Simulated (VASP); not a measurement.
# Li in VASP: further runs, part 2 of 2

VASP 6.6.1. Earlier steps stand in the parts before.

### 3 Single point, PBE

This run uses another cell than the first one, of 113.26 Å³/atom, 0.957 times its volume.

The input, INCAR:

```
PREC     = Accurate       # precision mode
ENCUT    = 520            # plane-wave cutoff, eV
EDIFF    = 1E-7           # SCF threshold, eV
ISMEAR   = 0              # smearing method
SIGMA    = 0.1            # smearing width, eV
LREAL    = F              # projectors in reciprocal space
LASPH    = T              # aspherical terms in the spheres
NELM     = 100            # most SCF steps
ALGO     = Fast           # electronic algorithm
ISIF     = 2              # what is computed and relaxed
LWAVE    = F              # write WAVECAR
LCHARG   = F              # write CHGCAR
LDIPOL   = T            
IDIPOL   = 3            
DIPOL    = 0.5 0.5 0.285
GGA      = PE             # functional
NBANDS   = 10             # bands
```

The input, KPOINTS:

```
Automatic mesh
0
Gamma
  24 24 1
```

The input, POSCAR:

```
Li
1.0
    3.1527182528      0.0000000000      0.0000000000
   -1.5763591264      2.7303340979      0.0000000000
    0.0000000000      0.0000000000     26.3141176533
Li
2
Direct
    0.6666666667      0.3333333333      0.2432399255
    0.3333333333      0.6666666667      0.3267962885
```

Potentials or basis: VASP PAW PBE potentials, release 64 (Li_sv).

Run with:

```console
> cat potpaw_PBE.64/Li_sv/POTCAR > POTCAR
> mpirun -np 1 vasp_std > vasp.out
```

It took 7 min on 1 thread of AMD EPYC, shared host; peak memory 0.33 GiB.

Results (log left out):

```yaml
Free_energy: -3.3027 eV
Largest_force: 0.098 eV/Å
Band_gap_on_the_k_mesh: none (metal or under the smearing width)
```

Forces on the atoms (eV/Å):
```
Li   0.000  0.000 -0.098
Li   0.000  0.000  0.098
```

Levels at points of the mesh, in eV from the Fermi level:
```csv
k point,band 1,band 2,band 3,band 4,band 5,band 6
"(0.00, 0.00, 0.00)",-46.91,-46.89,-3.02,-0.99,0.52,2.94
"(0.50, 0.00, 0.00)",-46.90,-46.89,0.13,0.96,3.75,4.04
```

Caveat: the cutoff is under 1.25 times the usual one of these potentials, so pressure, stress and relaxed cells hold a basis-set (Pulay) error.

### 4 Single point, PBE

This run uses another cell than the first one, of 113.26 Å³/atom, 0.957 times its volume.

The input, INCAR:

```
SYSTEM = Li
ALGO = Fast ; DIPOL = 0.5 0.5 0.285
EDIFF = 1E-6 ; ENCUT = 520
GGA = PE ; IDIPOL = 3
ISIF = 2 ; ISMEAR = 0
LASPH = .TRUE. ; LCHARG = .FALSE.
LDIPOL = .TRUE. ; LREAL = .FALSE.
LWAVE = .FALSE. ; NBANDS = 10
NELM = 100 ; PREC = Accurate
SIGMA = 0.1
```

The input, KPOINTS:

```
k-points
0
G
  6 6 1
  0 0 0
```

POSCAR is that of step 3.

Run with:

```console
> cat potpaw_PBE.64/Li_sv/POTCAR > POTCAR
> mpirun -np 1 vasp_std > vasp.out
```

It took 61 s on 1 thread of AMD EPYC, shared host; peak memory 0.26 GiB.

It converged, with:

| Item | Value |
| --- | --- |
| Free energy | -3.2583 eV |
| Largest force | 0.019 eV/Å |
| Band gap on the k mesh | none (metal or under the smearing width) |

Forces on the atoms (eV/Å):
```
Li   0.000  0.000 -0.019
Li   0.000  0.000  0.019
```

Levels at points of the mesh, in eV from the Fermi level:
| k point | band 1 | band 2 | band 3 | band 4 | band 5 | band 6 | band 7 |
| --- | --- | --- | --- | --- | --- | --- | --- |
| (0.00, 0.00, 0.00) | -46.80 | -46.78 | -2.90 | -0.96 | 0.55 | 2.88 | 3.12 |
| (0.50, 0.00, 0.00) | -46.79 | -46.78 | 0.24 | 1.07 | 3.81 | 4.07 | 5.25 |

Caveat: the k mesh is coarse (spacing up to 0.38 Å⁻¹), so the values aren't converged; the cutoff is under 1.25 times the usual one of these potentials, so pressure, stress and relaxed cells hold a basis-set (Pulay) error.

### 5 Single point, PBE

This run uses another cell than the first one, of 177.48 Å³/atom, 1.499 times its volume.

The input, INCAR:

```
PREC = Accurate
ENCUT = 520
EDIFF = 1E-7
ISMEAR = 0
SIGMA = 0.1
LREAL = False
LASPH = True
NELM = 100
ALGO = Normal
ISIF = 2
LWAVE = False
LCHARG = False
LDIPOL = True
IDIPOL = 3
DIPOL = 0.5 0.5 0.315
GGA = PE
NBANDS = 10
```

The input, KPOINTS:

```
regular mesh
0
Gamma
  6 6 1
```

The input, POSCAR:

```
Li
1.0
    4.1482325423      0.0000000000      0.0000000000
   -2.0741162711      3.5924747624      0.0000000000
    0.0000000000      0.0000000000     23.8193746000
Li
2
Direct
    0.6666666667      0.3333333333      0.2884824099
    0.3333333333      0.6666666667      0.3412570460
```

Potentials or basis: VASP PAW PBE potentials, release 64 (Li_sv).

Run with:

```console
> cat potpaw_PBE.64/Li_sv/POTCAR > POTCAR
> mpirun -np 1 vasp_std > vasp.out
```

OUTCAR:

```text
PREC = Accurate
   ENCUT = 520
   EDIFF = 1E-7
   ISMEAR = 0
   LREAL = False
   LASPH = True
   NELM = 100
   ISIF = 2
   GGA = PE

 ion  position               nearest neighbor table
   1  0.667  0.333  0.288-
   2  0.333  0.667  0.341-

  LATTYP: Found a hexagonal cell.
 ALAT       =     4.1482325423
 C/A-ratio  =     5.7420538403

  Lattice vectors:

 A1 = (   4.1482325423,   0.0000000000,   0.0000000000)
 A2 = (  -2.0741162711,   3.5924747624,   0.0000000000)
 A3 = (   0.0000000000,   0.0000000000,  23.8193746000)

[... 265 lines left out ...]

  FORCE on cell =-STRESS in cart. coord.  units (eV):
  Direction    XX          YY          ZZ          XY          YZ          ZX
  --------------------------------------------------------------------------------------
  -------------------------------------------------------------------------------------
  Total       -0.6414251     -0.6414251      0.5782221     -0.0000000      0.0000000      0.0000000
  in kB       -2.8951386     -2.8951386      2.6098654     -0.0000000      0.0000000      0.0000000
  external PRESSURE =      -1.0601372 kB  Pullay stress =       0.0000000 kB

 VOLUME and BASIS-vectors are now :
 -----------------------------------------------------------------------------
  energy-cutoff  :      520.00
  volume of cell :      354.97
      direct lattice vectors                 reciprocal lattice vectors
     4.148232542  0.000000000  0.000000000     0.241066524  0.139179823  0.000000000
    -2.074116271  3.592474762  0.000000000     0.000000000  0.278359645  0.000000000
     0.000000000  0.000000000 23.819374600     0.000000000  0.000000000  0.041982630

 POSITION                                       TOTAL-FORCE (eV/Angst)
 -----------------------------------------------------------------------------------
      2.07412      1.19749      6.87147        -0.000000      0.000000     -0.486306
     -0.00000      2.39498      8.12853         0.000000     -0.000000      0.486306
 -----------------------------------------------------------------------------------
    total drift:                               -0.000000     -0.000000      0.000031

  FREE ENERGIE OF THE ION-ELECTRON SYSTEM (eV)
  ---------------------------------------------------
  free  energy   TOTEN  =        -2.6303816074 eV

  energy  without entropy=       -2.6240414208  energy(sigma->0) =       -2.62721151

 vacuum level on the upper side and lower side of the slab         0.436         0.437
```

OSZICAR:

```text
N       E                     dE             d eps       ncg     rms          rms(c)
DAV:   1     0.147666442689E+02    0.14767E+02   -0.31906E+03   140   0.381E+02
DAV:   2     0.305613280244E+01   -0.11711E+02   -0.10683E+02   208   0.748E+01
DAV:   3    -0.224873848060E+01   -0.53049E+01   -0.52694E+01   274   0.320E+01
[... 12 lines left out ...]
DAV:  16    -0.263037303928E+01   -0.33796E-04   -0.36804E-06   180   0.300E-03    0.552E-04
DAV:  17    -0.263037930915E+01   -0.62699E-05   -0.41113E-07   192   0.161E-03    0.116E-04
DAV:  18    -0.263038131909E+01   -0.20099E-05   -0.15093E-07   168   0.601E-04    0.117E-04
DAV:  19    -0.263038163435E+01   -0.31526E-06   -0.12085E-08   172   0.257E-04    0.659E-05
DAV:  20    -0.263038160743E+01    0.26915E-07   -0.11162E-09   198   0.123E-04
   1 F= -.26303816E+01 E0= -.26272115E+01  d E =-.634019E-02
```

stdout:

```text
POSCAR found type information on POSCAR Li
 POSCAR found :  1 types and       2 ions
 scaLAPACK will be used
 LDA part: xc-table for (Slater+PW92), standard interpolation
 POSCAR, INCAR and KPOINTS ok, starting setup
 FFT: planning ... GRIDC
 FFT: planning ... GRID_SOFT
 FFT: planning ... GRID
 WAVECAR not read
 entering main loop
```

Wall time 88 s (1 thread of AMD EPYC, shared host); peak memory 0.37 GiB.

Results:

* Free energy: -2.6304 eV
* Largest force: 0.486 eV/Å
* Band gap on the k mesh: none (metal or under the smearing width)

Forces in eV/Å, atoms in the order of the input:
```
Li   0.000  0.000 -0.486
Li   0.000  0.000  0.486
```

Levels at points of the mesh, in eV from the Fermi level:
```tsv
k point	band 1	band 2	band 3	band 4	band 5	band 6	band 7
(0.00, 0.00, 0.00)	-47.79	-47.76	-2.42	-0.17	1.84	2.66	2.78
(0.50, 0.00, 0.00)	-47.78	-47.77	-0.42	0.06	2.39	2.77	3.35
```

Caveat: the cutoff is under 1.25 times the usual one of these potentials, so pressure, stress and relaxed cells hold a basis-set (Pulay) error.

### 6 Summary

```csv
cell,k mesh,mesh quality,gap on the mesh (eV),largest force (eV/Å)
"P-3m1, 118.37 Å³/atom",24 × 24 × 1,not flagged,none,-
"P-3m1, 113.26 Å³/atom",24 × 24 × 1,not flagged,none,0.10
"P-3m1, 113.26 Å³/atom",6 × 6 × 1,coarse,none,0.02
"P-3m1, 177.48 Å³/atom",6 × 6 × 1,not flagged,none,0.49
```

Alike in all rows: task single point; level PBE; potentials or basis VASP PAW PBE potentials, release 64 (Li_sv); no spin polarisation; cutoff (eV) 520; smearing gaussian 0.1 eV.

Caveats: some runs use coarse meshes; the cutoff is under 1.25 times the usual one of these potentials, so pressure, stress and relaxed cells hold a basis-set (Pulay) error.

Absolute energies hang on the potentials; compare differences alone.
